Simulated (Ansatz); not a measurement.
# AlH5: one candidate of a structure search, part 2 of 2

Aim: relax a trial structure of AlH5 and see where it ends.

Ansatz 0.2.0; DFT PBE, scalar-relativistic, plane waves, PAW. The steps go on from the part before.

### 4 Coarse relaxation, continued

The end of the coarse run is made exact in the group found at a tolerance of 0.06 Å and reduced to its primitive cell.

The input, input.yaml:

```yaml
crystal:
  lattice:
    - [3.461486463, 0.0, 0.0]
    - [0.0, 3.461486463, 0.0]
    - [0.0, 0.0, 3.461486463]
  atoms:
    - { symbol: Al, position: [0.0, 0.0, 0.0] }
    - { symbol: H, position: [0.2805429734, 0.2805429734, 0.2805429734] }
    - { symbol: H, position: [0.7194570266, 0.7194570266, 0.2805429734] }
    - { symbol: H, position: [0.7194570266, 0.2805429734, 0.7194570266] }
    - { symbol: H, position: [0.2805429734, 0.7194570266, 0.7194570266] }
    - { symbol: H, position: [0.5, 0.5, 0.5] }
basis:
  ecutwfc: 420
kpoints:
  mp_grid: { grid: [6, 6, 6] }
hamiltonian:
  xc: pbe
scf:
  occupations: { method: gaussian, width: 0.1 }
  lower_state_search: "off"
output:
  forces: true
  stress: true
  eigenvalues: true
relax:
  adjacent_minimum: "off"
  f_tol: 0.04
  max_steps: 70
  cell: { stress_tol: 0.4 }
```

Launch:

```bash
> ansatz run input.yaml --threads 1 --pin off --max-ram 2048MiB --backend cpu --events-out ev --progress --plain --runs-dir out
```

Output (excerpt; [...] marks lines left out):

```text
[...]
relax step   4: F+E_penalty+E_count = -614.23217399 eV  Δ(F+E_penalty+E_count) = +3.053e-4 eV  max|allowed force component| = 1.099e-2 eV/Å  Δτ_max = 0.0000 Å  P = -0.231 GPa  Ω = 41.118 Å³  stress off target by 2.31e-1 GPa  SCF on the basis re-selected at this cell (its energy is not [...]
SCF converged after 3 iterations
Free energy (F): -614.232174 eV
[...]
E sigma→0 (E₀):  -614.231387 eV
Entropy (-TS):   -0.001574 eV (-0.262 meV/atom)
Fermi energy:    1.985359 eV
[...]
--- Forces (eV/Å), atoms counted from 1 ---
  atom   1  Al    -0.00000000    -0.00000000    -0.00000000
  atom   2  H     -0.01099452    -0.01099452    -0.01099452
  atom   3  H      0.01099452     0.01099452    -0.01099452
  atom   4  H      0.01099452    -0.01099452     0.01099452
  atom   5  H     -0.01099452     0.01099452     0.01099452
[...]
--- Relaxed structure (3 steps of the walk, 2 accepted, 1 SCFs on fresh bases) ---
  F+E_penalty+E_count = -614.23217399 eV   max|allowed force component| = 1.099e-2 eV/Å   (the final SCF, on the basis selected at the relaxed cell)
  cell:  # Å, volume = 41.1177 Å³
    - [3.451513886496866, 9.62964972193618e-35, 5.624898295994231e-43]
    - [9.62964972193618e-35, 3.451513886496866, 5.624898295994231e-43]
    - [5.624842105335773e-43, 5.624842105335773e-43, 3.451513886496866]
  atoms:
    - { symbol: Al, position: [-1.4243100746419918e-54, -4.909156966826719e-56, -4.189147278358799e-56] }
    - { symbol: H, position: [0.2823529309974204, 0.2823529309974204, 0.2823529309974204] }
    - { symbol: H, position: [0.7176470690025797, 0.7176470690025797, 0.2823529309974204] }
    - { symbol: H, position: [0.7176470690025797, 0.2823529309974204, 0.7176470690025797] }
    - { symbol: H, position: [0.2823529309974204, 0.7176470690025797, 0.7176470690025797] }
    - { symbol: H, position: [0.5, 0.5, 0.5] }
```

It took 4 s on 1 thread of Intel Xeon Platinum 8259CL at 2.50GHz (Skylake/Cascade Lake), shared host; peak memory 0.35 GiB.

### 5 Full relaxation

The end of the coarse run is made exact in the group found at a tolerance of 0.06 Å and reduced to its primitive cell.

The input, input.yaml:

```yaml
crystal:
  lattice:
    - [3.4515138865, 0.0, 0.0]
    - [0.0, 3.4515138865, 0.0]
    - [0.0, 0.0, 3.4515138865]
  atoms:
    - { symbol: Al, position: [0.0, 0.0, 0.0] }
    - { symbol: H, position: [0.282352931, 0.282352931, 0.282352931] }
    - { symbol: H, position: [0.717647069, 0.717647069, 0.282352931] }
    - { symbol: H, position: [0.717647069, 0.282352931, 0.717647069] }
    - { symbol: H, position: [0.282352931, 0.717647069, 0.717647069] }
    - { symbol: H, position: [0.5, 0.5, 0.5] }
basis:
  ecutwfc: 420
kpoints:
  mp_grid: { grid: [12, 12, 12] }
hamiltonian:
  xc: pbe
scf:
  occupations: { method: gaussian, width: 0.1 }
output:
  forces: true
  stress: true
  eigenvalues: true
relax:
  adjacent_minimum: "off"
  f_tol: 0.01
  max_steps: 80
  cell: { stress_tol: 0.05 }
```

Launch:

```bash
> ansatz run input.yaml --threads 1 --pin off --max-ram 2048MiB --backend cpu --events-out ev --progress --plain --runs-dir out
```

Output (excerpt; [...] marks lines left out):

```text
Warning: RAYON_NUM_THREADS=1 ignored (pool sized by the plan → 1); use --threads N
[...]
[... 4 set-up lines as earlier in the session ...]
[...]
Crystal: 6 atoms, lattice volume = 41.118 Å³
Basis set: ecut = 420 eV, 799 PW (Γ), exchange–correlation on 48×48×48 points (8 copies of the dense FFT grid, shifted against one another)
Bands: 10, of which v1, the nominal top of the filled ones, is band 4 counted from 1 (3 counted from 0)
[... 1 set-up line as earlier in the session ...]
Space group: P-43m (ITA 215), of the structure as read, at distance tolerance 3.5e-5 Å
k-points: 84 of 1728 (time reversal used)
[...]
--- Relaxed structure (3 steps of the walk, 2 accepted, 1 SCFs on fresh bases) ---
  F+E_penalty+E_count = -614.23986710 eV   max|allowed force component| = 1.076e-3 eV/Å   (the final SCF, on the basis selected at the relaxed cell)
  cell:  # Å, volume = 40.9228 Å³
    - [3.446051592658798, -5.135813185032629e-34, -2.0543252740130515e-33]
    - [-5.135813185032629e-34, 3.446051592658798, -3.081487911019577e-33]
    - [-2.0543252740130515e-33, -3.081487911019577e-33, 3.446051592658798]
  atoms:
    - { symbol: Al, position: [3.272121452047532e-21, 6.544242904093756e-22, -6.544242904095335e-22] }
    - { symbol: H, position: [0.28238794959954505, 0.28238794959954505, 0.28238794959954505] }
    - { symbol: H, position: [0.7176120504004551, 0.7176120504004551, 0.28238794959954505] }
    - { symbol: H, position: [0.7176120504004551, 0.28238794959954505, 0.7176120504004551] }
    - { symbol: H, position: [0.28238794959954505, 0.7176120504004551, 0.7176120504004551] }
    - { symbol: H, position: [0.5, 0.5, 0.5] }
```

Run time: 12 s. Hardware: 1 thread of Intel Xeon Platinum 8259CL at 2.50GHz (Skylake/Cascade Lake), shared host; peak memory 0.41 GiB.

The steps of the relaxation:

```
step  E - E(step 1) (eV/cell)  largest force component (eV/Å)  pressure (GPa)  volume (Å³)
   1                   0.0000                          0.0078           -0.35        41.12
   2                  -0.0006                          0.0152            0.16        40.72
   3                  -0.0006                          0.0011           -0.03        40.92
   4                  -0.0002                          0.0011           -0.04        40.92
```

Step 1 is the start. Step 4 repeats the geometry before it on a plane-wave basis chosen anew for that cell, so its energy need not be comparable with the rows above. Step 2 was tried and not accepted.

|  | before | after | change |
| --- | --- | --- | --- |
| a (Å) | 3.452 | 3.446 | -0.2 % |
| b (Å) | 3.452 | 3.446 | -0.2 % |
| c (Å) | 3.452 | 3.446 | -0.2 % |
| volume (Å³/atom) | 6.85 | 6.82 | -0.5 % |
| shortest distance (Å) | 1.301 | 1.299 | -0.2 % |
| space group (0.01 Å) | P-43m | P-43m | same |

Forces and stress were held to the start's 24 operations: a distortion of lower symmetry was not tested.

### 6 What came out

The summary covers parts 1 to 2. Changes of volume or cell count from the first structure of part 1.

| quantity | value |
| --- | --- |
| symmetry at the end (tolerance 0.05 Å) | space group P-43m (No. 215) |
| conventional cell | a = 3.446 Å, b = 3.446 Å, c = 3.446 Å, α = 90.00°, β = 90.00°, γ = 90.00° |
| volume | 6.82 Å³/atom |
| energy over the elements (uncorrected; H, N, O, F and Cl as molecules) | +0.44 eV/atom |
| gap on the mesh | none (metal) |

What this shows: The space group P-43m (No. 215) is kept, and the volume per atom shrinks by 24.5 % from the first guess. With a positive formation energy it can't be a ground state. No finished test with a distortion of lower symmetry is shown, so the end may be a saddle point.
